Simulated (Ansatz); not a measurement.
**Elastic constants of MgO at 35 GPa (stress–strain coefficients): input and output**

Method: DFT PBEsol, scalar-relativistic, plane waves, PAW in Ansatz.

Launched with:
```bash
ansatz run input.yaml --threads 1 --pin off --max-ram 3072MiB --backend cpu --events-out ev --progress --plain --runs-dir out
```

Input (bare energies are in eV):
```yaml
crystal:
  lattice:
    - [3.2786507091, 0.0, 0.0]
    - [-1.6393253546, 2.8393948042, 0.0]
    - [0.0, 0.0, 3.9600779035]
  atoms:
    - { symbol: Mg, position: [0.6666666667, 0.3333333333, 0.75] }
    - { symbol: Mg, position: [0.3333333333, 0.6666666667, 0.25] }
    - { symbol: O, position: [0.6666666667, 0.3333333333, 0.25] }
    - { symbol: O, position: [0.3333333333, 0.6666666667, 0.75] }
basis:
  ecutwfc: 420
kpoints:
  mp_grid: { grid: [12, 12, 6] }
hamiltonian:
  xc: pbesol
scf:
  occupations: { method: fixed }
output:
  forces: true
  stress: true
  eigenvalues: true
elastic:
  mode: relaxed_ion
  stencil: two_point
```

From the output:
```
--- Elastic constants: 3 strain directions × 2 members + reference (group order 24) ---
  dense FFT box of the reference and of every strained cell: 24×24×27
  strains applied: 11, 33, 23; error gains: componentwise 1.00 (the most a stress slope's error grows in a printed constant), spectral 1.41 (1 for all six strains in a standard setting)
  C = ∂σ_k/∂η_j (tension-positive GPa; Voigt order 11 22 33 23 13 12):
       315.756    332.192    124.636     -0.000     -0.000     -0.000
       332.192    315.756    124.636     -0.000     -0.000     -0.000
       124.619    124.619    552.129     -0.000     -0.000     -0.000
         0.000     -0.000     -0.000    132.384     -0.000     -0.000
        -0.000      0.000      0.000      0.000    132.384      0.000
         0.000      0.000      0.000      0.000      0.000     -8.218
  reference stress σ⁰ (GPa):    -34.993    -34.993    -34.993     -0.000      0.000     -0.000
  C* (energy form; C + prestress term) asymmetry max|C*_kj − C*_jk| = 1.800e-2 GPa — a small one proves nothing (zero by symmetry where the batch's group is 432, −43m or m−3m); a large one is finite-difference/SCF noise where every solve ...
  moduli (Voigt/Reuss/Hill, GPa): K = 260.73/260.58/260.65   G = 91.46/-22.37/34.54   E = 99.24   ν = 0.437
  mechanically stable: NO (min eigenvalue of sym C = -16.44 GPa)
  strain η (Voigt 11):  stress-route row diagonal C_11 = 315.76 GPa, energy-path curvature d²(F+E_count+ΔE)/dδ²/Ω₀ = 315.48 GPa
         δ    σ_11 (GPa) F (eV) n_scf n_hpsi n_pw
    -2.000e-3     -35.6271       -4950.7676705       9   69178    743   relax 4 steps, max|allowed force component| 4.02e-5 eV/Å
     2.000e-3     -34.3641       -4950.7998585       9   69043    751   relax 3 steps, max|allowed force component| 5.28e-6 eV/Å
  strain η (Voigt 33):  stress-route row diagonal C_33 = 552.13 GPa, energy-path curvature d²(F+E_count+ΔE)/dδ²/Ω₀ = 552.71 GPa
         δ    σ_33 (GPa) F (eV) n_scf n_hpsi n_pw
    -2.000e-3     -36.1094       -4950.7676231       8   26037    743   relax 0 steps, max|allowed force component| 7.40e-17 eV/Å
     2.000e-3     -33.9009       -4950.7997835       6   23930    758   relax 0 steps, max|allowed force component| 1.43e-16 eV/Å
  strain η (Voigt 23):  stress-route row diagonal C_44 = 132.38 GPa, energy-path curvature d²(F+E_count+ΔE)/dδ²/Ω₀ = 149.96 GPa
         δ    σ_23 (GPa) F (eV) n_scf n_hpsi n_pw
    -2.000e-3      -0.2648       -4950.7838437      10   93857    743   relax 1 steps, max|allowed force component| 4.26e-5 eV/Å
     2.000e-3       0.2648       -4950.7838437      10   93890    743   relax 1 steps, max|allowed force component| 4.26e-5 eV/Å
```

It took 96 s on 1 thread of Arm Neoverse V1 (shared host), peak memory 0.42 GiB.

Other phases may be more stable at this pressure.

As the tensor has a negative eigenvalue, the Reuss and Hill moduli of a polycrystal, and E and ν formed from them, have no physical meaning here.

This form isn't the usual stable structure of the compound at low pressure.